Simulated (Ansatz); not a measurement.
Crystal: I.

```xyz
1
Lattice="0.0000 2.3656 3.9098 2.1922 0.0000 3.9098 2.1922 2.3656 0.0000" Properties=species:S:1:pos:R:3 pbc="T T T"
I     0.0000    0.0000    0.0000
```

* Program: Ansatz 0.2.0
* Task: relaxation of cell and atoms
* Functional: r2SCAN
* Dispersion: D4
* Potentials or basis: Ansatz PAW
* Cutoff: 500 eV (not typed: the program's choice for these potentials)
* k mesh: 9 × 9 × 9
* Occupations: fermi-dirac, width 0.05 eV
* Spin: no spin polarisation

At the start: volume 40.55 Å³/atom.

Q: How do energy, volume and symmetry change on relaxing?

A: It ends after 5 steps and the volume is 39.08 Å³/atom (-3.6 %); space group Fmmm (No. 69, to 0.05 Å).

The path:
| step | energy change (eV) | largest force (eV/Å) | volume (Å³) |
| --- | --- | --- | --- |
| 1 | 0.0000 | 0.0000 | 40.55 |
| 2 | -0.0015 | 0.0000 | 39.86 |
| 3 | -0.0023 | 0.0000 | 39.16 |
| 4 | -0.0024 | 0.0000 | 39.08 |
| 5 | -0.0022 | 0.0000 | 39.08 |

Final structure:
```
CELL_PARAMETERS angstrom
0.00000 2.36233 3.80009
2.17691 0.00000 3.80009
2.17691 2.36233 0.00000
ATOMIC_POSITIONS crystal
I 0.00000 0.00000 0.00000
```

Caveat: the plane-wave basis is chosen anew once the cell has moved, so the energies of steps on either side of that aren't comparable; the PAW data sets come from PBE, with cores solved anew for the run's functional, which leaves a small shift of forces and pressure.
